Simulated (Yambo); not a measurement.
# AlN (P6_3mc) in Yambo: a series of runs

The runs below take AlN through optical spectrum by the Bethe-Salpeter equation, Hartree-Fock levels, G0W0 quasiparticle levels, with PBE.

All numbers are computed with Yambo 5.3.0; they aren't measurements. Logs are shortened: lines on timing, memory, paths and dates and some standing lists are left out, and cuts for length are marked.

**Experimental background.**

“Structural and optical properties of self-assembled AlN nanowires grown on SiO2/Si substrates by molecular beam epitaxy”, 2024, arxiv:2402.00216 quotes, for a bulk crystal of AlN at 0 K: band gap 6.0343 eV (an exciton energy, a little under the gap).

The results are compared with them further down.

### 1 The crystal as given

It takes space group P6_3mc (No. 186, hexagonal). The conventional cell has a = 3.113 Å, b = 3.113 Å, c = 4.981 Å, α = 90.00°, β = 90.00°, γ = 120.00°. Al (site symmetry 3m) has 4 N at 1.89 Å as nearest neighbours. Around N (site symmetry 3m) lie 4 Al at 1.89 Å.

### 2 Optical spectrum by the Bethe-Salpeter equation, PBE

Input file bse9.in:

```
optics
bse
bss
rim_cut
em1s
RandQpts= 1000000
RandGvec= 50 RL
Chimod= "HARTREE"
% BndsRnXs
 1 | 23 |
%
NGsBlkXs= 5 Ry
% LongDrXs
 1 | 1 | 1 |
%
BSKmod= "SEX"
BSEmod= "resonant"
BSSmod= "d"
% BSEQptR
 1 | 1 |
%
% BSEBands
 7 | 10 |
%
BSENGexx= 30 Ry
BSENGBlk= 5 Ry
% BEnRange
 0 | 10 | eV
%
% BDmRange
 0.05 | 0.05 | eV
%
BEnSteps= 150
% BLongDir
 1 | 1 | 1 |
%
BSEprop= "abs"
WRbsWF
% KfnQP_E
 1.23 | 1.0 | 1.0 |
%
```

Input file scf.in:

```
&CONTROL
  calculation = 'scf'
  prefix = 'pwscf'
  outdir = './tmp'
  pseudo_dir = './pseudo'
/
&SYSTEM
  ibrav = 0
  nat = 4
  ntyp = 2
  ecutwfc = 70
  nbnd = 14
  occupations = 'smearing'
  smearing = 'fd'
  degauss = 0.00367493
  force_symmorphic = .true.
/
&ELECTRONS
  conv_thr = 8d-10
  electron_maxstep = 120
  mixing_beta = 0.5
/
ATOMIC_SPECIES
Al    26.9815 13_Al_3_1.9_1.9_pbe_n_v1.0.upf
N     14.0070 07_N_5_1.2_1.4_pbe_n_v1.0.upf
CELL_PARAMETERS angstrom
   3.1130000000    0.0000000000    0.0000000000
  -1.5565000000    2.6959370820    0.0000000000
   0.0000000000    0.0000000000    4.9810000000
ATOMIC_POSITIONS angstrom
Al     1.5565000002    0.8986456939    2.4905000000
Al    -0.0000000002    1.7972913881    0.0000000000
N      1.5565000002    0.8986456939    4.3832800000
N     -0.0000000002    1.7972913881    1.8927800000
K_POINTS automatic
12 12 6 0 0 0
```

Input file nscf.in:

```
&CONTROL
  calculation = 'nscf'
  prefix = 'pwscf'
  outdir = './tmp'
  pseudo_dir = './pseudo'
/
&SYSTEM
  ibrav = 0
  nat = 4
  ntyp = 2
  ecutwfc = 70
  nbnd = 58
  occupations = 'fixed'
  force_symmorphic = .true.
/
&ELECTRONS
  conv_thr = 1d-08
  diago_full_acc = .true.
  diago_thr_init = 1d-06
/
ATOMIC_SPECIES
Al    26.9815 13_Al_3_1.9_1.9_pbe_n_v1.0.upf
N     14.0070 07_N_5_1.2_1.4_pbe_n_v1.0.upf
CELL_PARAMETERS angstrom
   3.1130000000    0.0000000000    0.0000000000
  -1.5565000000    2.6959370820    0.0000000000
   0.0000000000    0.0000000000    4.9810000000
ATOMIC_POSITIONS angstrom
Al     1.5565000002    0.8986456939    2.4905000000
Al    -0.0000000002    1.7972913881    0.0000000000
N      1.5565000002    0.8986456939    4.3832800000
N     -0.0000000002    1.7972913881    1.8927800000
K_POINTS automatic
6 6 4 0 0 0
```

Potentials or basis: SPMS 1.0 PBE.

Run with:

```
$ OMP_NUM_THREADS=1 pw.x -in scf.in > scf.out
$ OMP_NUM_THREADS=1 pw.x -in nscf.in > nscf.out
$ cd tmp/pwscf.save; p2y; mv SAVE ../..; cd ../..
$ OMP_NUM_THREADS=1 yambo
$ mkdir -p bse9; ln -s $PWD/bse1/ndb.em1s* bse9/
$ mkdir -p bse9; ln -s $PWD/g0w00/ndb.RIM bse9/
$ OMP_NUM_THREADS=1 yambo -F bse9.in -J bse9 -C bse9_out
$ OMP_NUM_THREADS=1 ypp -J bse9 -C bse9_out -e s -b 1
```

Yambo's report:

```text
[... sections 02.01 to 02.04 as in the set-up run ...]

[... 5 lines left out ...]
  [X] Bosonic    Temperature                        :  0.000000  0.000000 [eV K]
  [X] Finite Temperature mode                       : no
  [X] El. density                                   :  0.38275E+24 [cm-3]
  [X] Fermi Level                                   :  7.109640 [eV]

  [X] === Gaps and Widths ===
  [X] Conduction Band Min                           :  4.232258 [eV]
  [X] Valence Band Max                              :  0.000000 [eV]
  [X] Filled Bands                                  :   8
  [X] Empty Bands                                   :    9   58
  [X] Direct Gap                                    :  4.232258 [eV]
  [X] Direct Gap localized at k                     :  1
  [X] Indirect Gap                                  :  4.232258 [eV]
  [X] Indirect Gap between kpts                     :  1  1
  [X] Last valence band width                       :  2.371759 [eV]
  [X] 1st conduction band width                     :  3.209703 [eV]

 [03] Transferred momenta grid and indexing
 ==========================================

 IBZ Q-points                                      :  24
 BZ  Q-points                                      :  144

 K/Q-points units:
 rlu = crystal or reduced units; cc = cartesian coordinates; iku = interal k-units

 Q [ 1]         [rlu]:  0.000000  0.000000  0.000000
 Q [ 2]         [rlu]:  0.000000  0.000000  0.250000
 Q [ 3]         [rlu]:  0.000000  0.000000 -0.500000
 Q [ 4]         [rlu]: -0.20411E-19  0.16667       0.0000
 Q [ 5]         [rlu]: -0.20411E-19  0.16667      0.25000
 Q [ 6]         [rlu]: -0.20411E-19  0.16667     -0.50000
 Q [ 7]         [rlu]: -0.40821E-19  0.33333       0.0000
 Q [ 8]         [rlu]: -0.40821E-19  0.33333      0.25000
 Q [ 9]         [rlu]: -0.40821E-19  0.33333     -0.50000
 Q [10]         [rlu]:  0.61232E-19 -0.50000       0.0000
 Q [11]         [rlu]:  0.61232E-19 -0.50000      0.25000
 Q [12]         [rlu]:  0.61232E-19 -0.50000     -0.50000
 Q [13]         [rlu]:  0.166667  0.166667  0.000000
 Q [14]         [rlu]:  0.166667  0.166667  0.250000
 Q [15]         [rlu]:  0.166667  0.166667 -0.500000
 Q [16]         [rlu]:  0.166667  0.333333  0.000000
 Q [17]         [rlu]:  0.166667  0.333333  0.250000
 Q [18]         [rlu]:  0.166667  0.333333 -0.500000
 Q [19]         [rlu]:  0.333333  0.333333  0.000000
 Q [20]         [rlu]:  0.333333  0.333333  0.250000
 Q [21]         [rlu]:  0.333333  0.333333 -0.500000
 Q [22]         [rlu]:  0.20411E-19 -0.16667      0.25000
 Q [23]         [rlu]:  0.40821E-19 -0.33333      0.25000
 Q [24]         [rlu]: -0.166667 -0.333333  0.250000

 [04] Coloumb potential Random Integration (RIM)
 ===============================================

 Summary of Coulomb integrals for non-metallic bands |Q|[au] RIM/Bare

 Q [1] 0.100000E-4 0.987311 * Q [2] 0.166880 0.999150
 Q [4] 0.205551 1.083344 * Q [22] 0.264765 1.045696
 Q [5] 0.264765 1.046224 * Q [3] 0.333760 1.007631
 Q [13] 0.356025 1.029661 * Q [6] 0.391978 1.013397
 Q [14] 0.393196 1.022591 * Q [7] 0.411102 1.022260
 Q [23] 0.443682 1.017481 * Q [8] 0.443682 1.017967
 Q [15] 0.488006 1.012083 * Q [9] 0.529529 1.010885
 Q [16] 0.543837 1.013258 * Q [24] 0.568866 1.011065
 Q [17] 0.568866 1.011619 * Q [10] 0.616654 1.010009
 Q [18] 0.638087 1.008488 * Q [11] 0.638835 1.009038
 Q [12] 0.701183 1.006935 * Q [19] 0.712050 1.008167
 Q [20] 0.731344 1.007550 * Q [21] 0.786391 1.006247

 [WARNING] [Xs] User bands 1-23 break level degeneracy

 [WARNING] [BS] User bands 7-10 break level degeneracy

 [05] External/Internal QP corrections
 =====================================

 [QP_apply] Action to be applied: USER defined scissor

  [05.01]  QP corrections report
  ==============================

  [K+QP] === General ===
  [K+QP] Electronic Temperature                     :  0.000000  0.000000 [eV K]
  [K+QP] Bosonic    Temperature                     :  0.000000  0.000000 [eV K]
  [K+QP] Finite Temperature mode                    : no
  [K+QP] El. density                                :  0.38275E+24 [cm-3]
  [K+QP] Fermi Level                                :  0.000000 [eV]

  [K+QP] === Gaps and Widths ===
  [K+QP] Conduction Band Min                        :  5.462258 [eV]
  [K+QP] Valence Band Max                           :  0.000000 [eV]
  [K+QP] Filled Bands                               :   8
  [K+QP] Empty Bands                                :    9   58
  [K+QP] Direct Gap                                 :  5.462258 [eV]
  [K+QP] Direct Gap localized at k                  :  1
  [K+QP] Indirect Gap                               :  5.462258 [eV]
  [K+QP] Indirect Gap between kpts                  :  1  1
[... 90 lines left out ...]
   RL vectors                                       :   3561 [WF]
   Fragmentation                                    : yes
   Electronic Temperature                           :  0.000000 [K]
   Bosonic    Temperature                           :  0.000000 [K]
   DIP band range                                   :   1  23
   DIP band range limits                            :   8   9
   DIP e/h energy range                             : -1.000000 -1.000000 [eV]
   RL vectors in the sum                            :   3561
   [r,Vnl] included                                 : yes
   Bands ordered                                    : yes
   Direct v evaluation                              : no
   Approach used                                    : G-space v
   Dipoles computed                                 : R V P [G-space]
   Wavefunctions                                    : Perdew, Burke & Ernzerhof(X)+Perdew, Burke & Ernzerhof(C)

  [WARNING] [r,Vnl^pseudo] included in position and velocity dipoles.

  [WARNING] In case H contains other non local terms, these are neglected

 [07] Static Dielectric Matrix
 =============================

 [08] Bethe Salpeter Equation driver
 ===================================

  [08.01] Bethe Salpeter Equation @q1
  ===================================

   [08.01.01] Transition pre-analysis @q1
   ======================================

   [08.01.02] Transition Groups build-up @q1
   =========================================

   [BSK] Transition groups (total):  24
   [BSK] Size (resonant):   576
   [BSK]         (total):   576
   [BSK] N. of matrices :  1

   [08.01.03] Loading Dipoles @q1
   ==============================

   [08.01.04] Independent Particles properties @q1
   ===============================================

   [WARNING] [EPS_extend] Possible inaccuracy in the EPS prolungation

   [08.01.05] BSE Kernel @q1 (Resonant CORRRELATION EXCHANGE)
   ==========================================================

   [BSE] Exchange components :   785
   [BSE] Correlation components :    55   391

    [08.01.05.01] Screened interaction header I/O
    =============================================

    [08.01.05.02] Main kernel loop
    ==============================

    [WR./bse9//ndb.BS_Q1_CPU_0]-----------------------------------------------------
     Brillouin Zone Q/K grids (IBZ/BZ)                :   24  144   24  144
     RL vectors                                       :   3561 [WF]
     Coulomb cutoff potential                         : none
     Parallel CPUs
     Parallel Roles
     Fragmentation                                    : no
     BS kernel          wavefunctions                 : Perdew, Burke & Ernzerhof(X)+Perdew, Burke & Ernzerhof(C)
     Static diel. fun.  energies                      : Perdew, Burke & Ernzerhof(X)+Perdew, Burke & Ernzerhof(C)
     wavefunctions                                    : Perdew, Burke & Ernzerhof(X)+Perdew, Burke & Ernzerhof(C)
     [K] Identifier                                   :  2120
     [K] Dimension                                    :   576
     [K] Bands                                        :   7  10
     [K] Exchange                                     : yes [res]
     [K] Correlation                                  : yes [res]
     [K] Kernel`s coupling                            : no
     [K] Exchange                                     : no [cpl]
     [K] Correlation                                  : no [cpl]
     [K] W interaction is bare                        : no
     [K] ALDA kernel in R-space                       : no
     [K] RL vectors                                   :   785 [exchange]
     [K] RL vectors                                   :   55 [correlation]
     [K] E/h energy range                             : -1.000000 -1.000000 [eV]
     [K] Coupling range                               :  100.0000  100.0000 [o/o]
     [W] Interaction is diagonal                      : no
     [W] Matrix size                                  :   55
     [W] Bands                                        :   1  23
     [W] e/h energy range                             : -1.000000 -1.000000 [eV]
     [W] Poles                                        :  100.0000 [o/o]
     [W] RL vectors in the sum                        :   3561
     [W] [r,Vnl] included                             : yes
     [W] Field direction                              :  0.577350E-5  0.577350E-5  0.577350E-5
     [W] Coulomb Cutoff                               : none
     [W] Hxc Kernel                                   : HARTREE
     [RIM] RL components                              :   55 [col]
     [RIM] Random points                              :  1000000 [col]
     [SOC] Perturbative SOC                           : no
     [K] Kernel long-range exchange                   : BAR

    [08.01.05.03] Wave-Function Phases
    ==================================

    [BSE] WF phases found       :  79.34028 [o/o]

   [08.01.06] BSE solver(s) @q1
   ============================

   [08.01.07] Diago Solver @q1
   ===========================

   [WR./bse9//ndb.BS_diago_Q1]-----------------------------------------------------
    BS kernel          energies                      : Perdew, Burke & Ernzerhof(X)+Perdew, Burke & Ernzerhof(C)+ user defined corrections @E
    [K] Identifier                                   :  2120
    [K] Dimension                                    :   576
    [K] Bands                                        :   7  10
    [K] Exchange                                     : yes [res]
    [K] Correlation                                  : yes [res]
    [K] Kernel`s coupling                            : no
    [K] Exchange                                     : no [cpl]
    [K] Correlation                                  : no [cpl]
    [K] W interaction is bare                        : no
    [K] ALDA kernel in R-space                       : no
    [K] RL vectors                                   :   785 [exchange]
    [K] RL vectors                                   :   55 [correlation]
    [K] E/h energy range                             : -1.000000 -1.000000 [eV]
    [K] Coupling range                               :  100.0000  100.0000 [o/o]
    [W] Interaction is diagonal                      : no
    [W] Matrix size                                  :   55
    [W] Bands                                        :   1  23
    [W] e/h energy range                             : -1.000000 -1.000000 [eV]
    [W] Poles                                        :  100.0000 [o/o]
    [W] RL vectors in the sum                        :   3561
    [W] [r,Vnl] included                             : yes
    [W] Field direction                              :  0.577350E-5  0.577350E-5  0.577350E-5
    [W] Coulomb Cutoff                               : none
    [W] Hxc Kernel                                   : HARTREE
    [RIM] RL components                              :   55 [col]
    [RIM] Random points                              :  1000000 [col]
    [SOC] Perturbative SOC                           : no
    [K] Kernel long-range exchange                   : BAR
    [BSS] Eigenstates included                       : yes
    [BSS] Field direction                            :  0.577350E-5  0.577350E-5  0.577350E-5
    [BSS] Eigenstates computed                       :   576
    [BSS] Number of BSE matrices                     :  1

   [WARNING] [EPS_extend] Possible inaccuracy in the EPS prolungation
```

What came out:

```
Band gap on the k mesh, mean-field level : 4.23 eV, direct
Exciton binding energy                   : 0.46 eV
Lowest exciton energy                    : 5.01 eV
Lowest bright exciton energy             : 5.01 eV
```

Dielectric function (along the field direction of the input):
```tsv
energy (eV)	real part	imaginary part
0.27	1.60	0.00
0.74	1.64	0.01
1.28	1.70	0.01
1.74	1.77	0.01
2.28	1.86	0.01
2.82	1.97	0.01
3.29	2.10	0.02
3.83	2.30	0.02
4.36	2.62	0.04
4.83	3.29	0.18
5.37	3.24	0.13
5.84	4.91	0.31
6.38	0.99	3.67
6.91	9.42	8.82
7.38	0.27	2.57
7.92	-5.29	10.88
8.46	-3.39	2.22
8.93	-1.62	0.55
9.46	-1.15	0.16
10.00	-0.66	0.04
```

Lowest exciton energies (eV): 5.01, 5.18, 6.20, 6.21, 6.25, 6.25, 6.31, 6.41

Excitons:
```
energy (eV)  strength (relative to the strongest)
      5.005                                  0.13
      5.183                                0.0067
      6.203                                  0.49
      6.215                                 0.012
      6.250                               3.5e-05
      6.250                               1.9e-05
      6.307                                   0.5
      6.414                               0.00045
      6.414                                 3e-06
      6.504                               1.5e-07
      6.506                                0.0086
      6.506                               5.1e-05
```

Caveat: the scissor is the correction of the direct gap in an earlier G0W0 run on the same states; exciton energies and binding change strongly with the k mesh and aren't converged on this one; the real part holds the resonant terms alone and isn't the full dielectric function; spectra need much finer meshes, so this one isn't converged. A k mesh can miss the band edges.

(Continued in part 2 of 2.)
